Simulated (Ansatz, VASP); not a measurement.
Given: the input of a run of Ansatz 0.2.0 on Hf.

File input.yaml:

```yaml
crystal:
  lattice:
    - [4.8610290882, 0.0, 0.0]
    - [-2.4305145441, 4.2097746788, 0.0]
    - [0.0, 0.0, 3.0232302404]
  atoms:
    - { symbol: Hf, position: [0.0, 0.0, 0.0] }
    - { symbol: Hf, position: [0.3333333333, 0.6666666667, 0.5] }
    - { symbol: Hf, position: [0.6666666667, 0.3333333333, 0.5] }
kpoints:
  mp_grid: { grid: [6, 6, 9] }
scf:
  occupations: { method: fermi_dirac, width: 0.05 }
hamiltonian:
  xc: lda
  pseudopotentials: { kind: all_electron, lapw: { basis_error: 0.002 } }
output:
  forces: true
  stress: true
  eigenvalues: true
```

Potentials or basis: all-electron LAPW, scalar-relativistic.

Launch:

```sh
$ ansatz run input.yaml --threads 2 --pin off --max-ram 8192MiB --backend cpu --events-out ev --progress --plain --runs-dir out
```

Q: Translate it to VASP 6.6.1. Potentials there: VASP PAW LDA potentials, release 64 (Hf_pv).

A: As run (the cutoff follows the program's own potentials):

The input INCAR:

```
SYSTEM = Hf
PREC = Accurate
ENCUT = 520
EDIFF = 1E-6
ISMEAR = -1
SIGMA = 0.05
LREAL = .False.
LASPH = .True.
NELM = 100
ALGO = Fast
ISIF = 2
LWAVE = .False.
LCHARG = .False.
NBANDS = 22
```

Contents of KPOINTS:

```
regular mesh
0
Gamma
  6 6 9
  0 0 0
```

File POSCAR:

```
Hf
1.0
    4.8610290882      0.0000000000      0.0000000000
   -2.4305145441      4.2097746788      0.0000000000
    0.0000000000      0.0000000000      3.0232302404
Hf
3
Direct
    0.0000000000      0.0000000000      0.0000000000
    0.3333333333      0.6666666667      0.5000000000
    0.6666666667      0.3333333333      0.5000000000
```

Potentials or basis: VASP PAW LDA potentials, release 64 (Hf_pv).

The run is started by

```console
$ cat potpaw_LDA.64/Hf_pv/POTCAR > POTCAR
$ mpirun -np 1 vasp_std > vasp.out
```

Both were run:

|  | VASP | Ansatz | Ansatz less VASP |
| --- | --- | --- | --- |
| gap on the k mesh at the Fermi level (eV) | none | none | - |
| pressure (GPa) | 0.2 | 0.1 | -0.08 |
| largest component of the traceless stress (GPa) | 0.87 | 0.73 | -0.140 |

A gap of «none» marks a metal or a gap that the smearing closes. Ansatz ran all-electron here, so the differences hold the error of VASP's frozen core and of both bases.

The runs have no spin-orbit coupling, so splittings on Hf are missing.
